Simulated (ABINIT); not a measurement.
Here is an ABINIT 10.8.3 (patched build) calculation.

The input run.abi:

```
# Pseudopotentials
pp_dirpath "./"
pseudos "As.GGA_PBE-JTH.xml, B.GGA_PBE-JTH.xml"

# Structure
acell 3.3778490937 3.3778490937 3.3778490937 Angstrom
rprim
     0.0000000000     0.7071067812     0.7071067812
     0.7071067812     0.0000000000     0.7071067812
     0.7071067812     0.7071067812     0.0000000000
ntypat 2
znucl 33 5
natom 2
typat 1 2
xred
     0.7500000000     0.7500000000     0.7500000000
     0.0000000000     0.0000000000     0.0000000000

# Plane-wave basis
ecut 18.0
pawecutdg 36.0

# k points
kptopt 1
ngkpt 4 4 4
nshiftk 1
shiftk 0.0 0.0 0.0

# Exchange and correlation
ixc -497498
usekden 1
pawxcdev 0

# Bands and occupations
nband 13
occopt 3
tsmear 0.00183747

# SCF cycle
nstep 100
tolvrs 1.0e-8

# Output
iomode 3
prtwf 0
prtden 0
prteig 0
prtebands 0
enunit 1
prtvol 2
```

Potentials or basis: JTH PAW PBE v2.0.

Launch:

```sh
$ abinit run.abi > log 2>&1
```

Task: Predict the band gap on the k mesh.

Result: 1.59 eV, indirect (least direct gap 3.42 eV).

Task: What does it give for the pressure?

Result: 1.3 GPa.

Caveat: the k mesh is coarse (spacing up to 0.57 Å⁻¹), so the values aren't converged; the PAW data sets were made with another functional, which shifts forces and pressure a little. A k mesh can miss the band edges.
